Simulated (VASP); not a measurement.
# Cr (P6_3/mmc) in VASP: further runs, part 2 of 2

VASP 6.6.1. The steps go on from the part before.

### 4 Single point, PBEsol, collinear spin, ferromagnetic start

INCAR

```
SYSTEM = Cr
ADDGRID = .FALSE.
ALGO = Normal
EDIFF = 1E-6
ENCUT = 400
GGA = PS
ISIF = 2
ISMEAR = 1
ISPIN = 2
LASPH = .TRUE.
LCHARG = .FALSE.
LMAXMIX = 4
LORBIT = 11
LREAL = .FALSE.
LWAVE = .FALSE.
MAGMOM = 3 3
NELM = 100
PREC = Accurate
SIGMA = 0.05
```

KPOINTS

```
k-points
0
G
  17 17 9
  0 0 0
```

POSCAR

```
Cr
1.0
    2.7140000000      0.0000000000      0.0000000000
   -1.3570000000      2.3503929459      0.0000000000
    0.0000000000      0.0000000000      4.4100000000
Cr
2
Direct
    0.6666666667      0.3333333333      0.7500000000
    0.3333333333      0.6666666667      0.2500000000
```

Potentials or basis: VASP PAW PBE potentials, release 64 (Cr_pv).

Launch:

```
$ cat potpaw_PBE.64/Cr_pv/POTCAR > POTCAR
$ mpirun -np 1 vasp_std > vasp.out
```

OUTCAR:

```text
SYSTEM = Cr
   EDIFF = 1E-6
   ENCUT = 400
   GGA = PS
   ISIF = 2
   ISMEAR = 1
   ISPIN = 2
   LASPH = .TRUE.
   LORBIT = 11
   LREAL = .FALSE.
   NELM = 100
   PREC = Accurate

 Found    165 irreducible k-points:

 Following reciprocal coordinates:
            Coordinates               Weight
  0.000000  0.000000  0.000000      1.000000
  0.058824  0.000000  0.000000      6.000000
  0.117647  0.000000  0.000000      6.000000
  0.176471  0.000000  0.000000      6.000000
  0.235294  0.000000  0.000000      6.000000
  0.294118 -0.000000  0.000000      6.000000
   k-points           NKPTS =    165   k-points in BZ     NKDIM =    165   number of bands    NBANDS=     19
   number of dos      NEDOS =    301   number of ions     NIONS =      2
   total plane-waves  NPLWV =   9720
   dimension x,y,z NGX =    18 NGY =   18 NGZ =   30
   dimension x,y,z NGXF=    36 NGYF=   36 NGZF=   60
   ions per type =               2
   NGX,Y,Z   is equivalent  to a cutoff of  11.03, 11.03, 11.31 a.u.
   NGXF,Y,Z  is equivalent  to a cutoff of  22.05, 22.05, 22.62 a.u.
 SYSTEM =  Cr
   PREC   = accura    normal or accurate (medium, high low for compatibility)
   ISTART =      0    job   : 0-new  1-cont  2-samecut
   ICHARG =      2    charge: 1-file 2-atom 10-const
   ISPIN  =      2    spin polarized calculation?
   LNONCOLLINEAR =      F non collinear calculations
   LSORBIT =      F    spin-orbit coupling
   LASPH  =      T    aspherical Exc in radial PAW
   ENCUT  =  400.0 eV  29.40 Ry    5.42 a.u.   4.43  4.43  7.19*2*pi/ulx,y,z
   NELM   =    100;   NELMIN=  2; NELMDL= -5     # of ELM steps
   EDIFF  = 0.1E-05   stopping-criterion for ELM
   LREAL  =      F    real-space projection
   EDIFFG = 0.1E-04   stopping-criterion for IOM
   NSW    =      0    number of steps for IOM
   IBRION =     -1    ionic relax: 0-MD 1-quasi-New 2-CG
   NFREE  =      0    steps in history (QN), initial steepest desc. (CG)
   ISIF   =      2    stress and relaxation
   ISYM   =      2    0-nonsym 1-usesym 2-fastsym
   POTIM  = 0.5000    time-step for ionic-motion
   TEBEG  =    0.0;   TEEND  =   0.0 temperature during run
   PSTRESS=    0.0 pullay stress
   NELECT =      24.0000    total number of electrons
   NUPDOWN=      -1.0000    fix difference up-down
   EMIN   =  10.00;   EMAX   =-10.00  energy-range for DOS
   EFERMI =   0.00;   METHOD = LEGACY
   ISMEAR =     1;   SIGMA  =   0.05  broadening in eV -4-tet -1-fermi 0-gaus
   EFERMI_NEDOS =   21; number of points for ismear=-14 and -15
   IALGO  =     38    algorithm
[... 33 lines left out ...]

 val. band max:        8.1428075889   @ k =   0.3529   0.0588   0.1111
 cond. band min:       8.1437494924   @ k =   0.3529   0.1765   0.1111
 fundamental gap:      0.0009419034
 Fermi energy:         8.1433537561

 spin component 1

 k-point     1 :       0.0000    0.0000    0.0000
  band No.  band energies     occupation
      1     -35.1695      1.00000
      2     -34.8288      1.00000
      3     -34.8288      1.00000
      4     -34.7616      1.00000
      5     -34.7616      1.00000
      6     -34.6792      1.00000
[... 109 lines left out ...]
      6     -34.7315      1.00000
[... 11 lines left out ...]
     18      14.1620      0.00000
     19      14.9784      0.00000

 [... further k-points ...]

 spin component 2

 k-point     1 :       0.0000    0.0000    0.0000
  band No.  band energies     occupation
      1     -34.3997      1.00000
      2     -33.9680      1.00000
      3     -33.9680      1.00000
      4     -33.8997      1.00000
      5     -33.8997      1.00000
      6     -33.8992      1.00000
[... 109 lines left out ...]
      6     -33.9392      1.00000
[... 11 lines left out ...]
     18      14.7217      0.00000
     19      16.0183      0.00000

 [... further k-points ...]

------------------------ aborting loop because EDIFF is reached ----------------------------------------

  FORCE on cell =-STRESS in cart. coord.  units (eV):
  Direction    XX          YY          ZZ          XY          YZ          ZX
  --------------------------------------------------------------------------------------
  -------------------------------------------------------------------------------------
  Total       -6.0691439     -6.0691439     -5.3085336      0.0000000      0.0000000      0.0000000
  in kB     -345.6599874   -345.6599874   -302.3404451      0.0000000      0.0000000      0.0000000
  external PRESSURE =    -331.2201399 kB  Pullay stress =       0.0000000 kB

 VOLUME and BASIS-vectors are now :
 -----------------------------------------------------------------------------
  energy-cutoff  :      400.00
  volume of cell :       28.13
      direct lattice vectors                 reciprocal lattice vectors
     2.714000000  0.000000000  0.000000000     0.368459838  0.212730387  0.000000000
    -1.357000000  2.350392946  0.000000000     0.000000000  0.425460773  0.000000000
     0.000000000  0.000000000  4.410000000     0.000000000  0.000000000  0.226757370

 POSITION                                       TOTAL-FORCE (eV/Angst)
 -----------------------------------------------------------------------------------
      1.35700      0.78346      3.30750        -0.000000      0.000000      0.000000
     -0.00000      1.56693      1.10250         0.000000     -0.000000      0.000000
 -----------------------------------------------------------------------------------
    total drift:                               -0.000000      0.000000     -0.000000

  FREE ENERGIE OF THE ION-ELECTRON SYSTEM (eV)
  ---------------------------------------------------
  free  energy   TOTEN  =       -18.8990339712 eV

  energy  without entropy=      -18.8986261461  energy(sigma->0) =      -18.89889803

 total charge

# of ion       s       p       d       tot
------------------------------------------
    1        0.376   6.282   4.055  10.712
    2        0.376   6.282   4.055  10.712
--------------------------------------------------
tot          0.751  12.564   8.109  21.425

 magnetization (x)

# of ion       s       p       d       tot
------------------------------------------
    1        0.001   0.024   0.814   0.839
    2        0.001   0.024   0.814   0.839
--------------------------------------------------
tot          0.002   0.048   1.628   1.677
```

stdout:

```text
POSCAR found type information on POSCAR Cr
 POSCAR found :  1 types and       2 ions
 scaLAPACK will be used
 -----------------------------------------------------------------------------
|                                                                             |
|                                                                             |
|     You enforced a specific xc type in the INCAR file but a different       |
|     I HOPE YOU KNOW WHAT YOU ARE DOING!                                     |
|                                                                             |
 -----------------------------------------------------------------------------

 LDA part: xc-table for (Slater+PW92), standard interpolation
 POSCAR, INCAR and KPOINTS ok, starting setup
 FFT: planning ... GRIDC
 FFT: planning ... GRID_SOFT
 FFT: planning ... GRID
 WAVECAR not read
 entering main loop
```

It took 2 min on 1 thread of Intel Xeon Platinum 8488C (Sapphire Rapids), shared host; peak memory 0.19 GiB.

These settings aren't checked as converged: the numbers below hold their error.

Results:

```yaml
Free_energy: -18.8990 eV
Pressure: -33.1 GPa
Band_gap_on_the_k_mesh: none (metal or under the smearing width)
Net_moment: 1.81 μB per cell
Site_moments: Cr +0.84 μB
Valence_electrons_inside_the_program's_atomic_spheres: Cr 10.71
```

Caveat: a pressure of tens of GPa on the cell as given is suspect, and the run, the potentials or the cell itself is likely at fault; the PAW data sets were made with another functional, which shifts forces and pressure a little.

### 5 Single point, PBEsol, collinear spin, ferromagnetic start

INCAR, as its differences from that of step 4:

```diff
@@ -18,2 +18,2 @@
 PREC = Accurate
-SIGMA = 0.05
+SIGMA = 0.02
```

KPOINTS is that of step 4.

POSCAR is that of step 4.

Launch:

```
$ cat potpaw_PBE.64/Cr_pv/POTCAR > POTCAR
$ mpirun -np 1 vasp_std > vasp.out
```

It took 84 s on 1 thread of Intel Xeon Platinum 8488C (Sapphire Rapids), shared host; peak memory 0.19 GiB.

The run converged, but some of its settings lie outside the range that counts as converged, so its numbers aren't taken as properties of the crystal.

What came out:

```
Free energy                                           : -18.8989 eV
Pressure                                              : -33.1 GPa
Band gap on the k mesh                                : none (metal or under the smearing width)
Net moment                                            : 1.82 μB per cell
Site moments                                          : Cr +0.84 μB
Valence electrons inside the program's atomic spheres : Cr 10.71
```

Caveat: a pressure of tens of GPa on the cell as given is suspect, and the run, the potentials or the cell itself is likely at fault; the PAW data sets were made with another functional, which shifts forces and pressure a little.

### 6 For comparison

An earlier run on the cell as given: functional PBE; potentials or basis VASP PAW PBE potentials, release 64 (Cr_pv); cutoff 520 eV; k mesh 11 × 11 × 6; occupations fermi-dirac, width 0.05 eV; collinear spin, ferromagnetic start; starting moments [3.0, 3.0] μB.

- Pressure: -25.5 GPa
- Band gap on the k mesh: none (metal or under the smearing width)
- Net moment: 1.77 μB per cell
- Site moments: Cr +0.82 μB
- Valence electrons inside the program's atomic spheres: Cr 10.72
